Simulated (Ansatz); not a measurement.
Input and command of a plane-wave DFT calculation in Ansatz:

```yaml
crystal:
  lattice:
    - [1.6022198417, 0.9250420569, 5.1329417806]
    - [-1.6022198417, 0.9250420569, 5.1329417806]
    - [0.0, -1.8500841138, 5.1329417806]
  atoms:
    - { symbol: Co, position: [0.99948773, 0.99948773, 0.99948773], spin: -2.27 }
    - { symbol: Co, position: [0.49949059, 0.49949059, 0.49949059], spin: 2.27 }
    - { symbol: O, position: [0.37549553, 0.37549553, 0.37549553], spin: -0.16 }
    - { symbol: O, position: [0.8755255, 0.8755255, 0.8755255], spin: 0.16 }
basis:
  ecutwfc: 420
kpoints:
  mp_grid: { grid: [12, 12, 12] }
hamiltonian:
  xc: pbe
scf:
  occupations: { method: gaussian, width: 0.01 }
  mixing: { algorithm: broyden }
  max_iter: 120
  lower_state_search: "off"
  initial_density: { chi_scale: 0, normalization: atom }
output:
  forces: true
  stress: true
  eigenvalues: true
  populations: true
magnetization:
  spin_polarized: true
```

```bash
ansatz run input.yaml --threads 1 --pin off --max-ram 2560MiB --backend cpu --events-out ev --progress --plain --runs-dir out
```

Processor: Intel(R) Xeon(R) Platinum 8488C (Sapphire Rapids), 1 thread, on a host shared with other jobs.

Q: How long does it run, and how much memory does it take?

A: About 67 s on 1 thread of Intel(R) Xeon(R) Platinum 8488C (Sapphire Rapids), on a shared host, peak memory 0.65 GiB. It solves 31 bands at 189 k points (the mesh reduced by the symmetry that the task leaves, which can be less than the crystal's) with about 911 plane waves, in 23 SCF iterations.
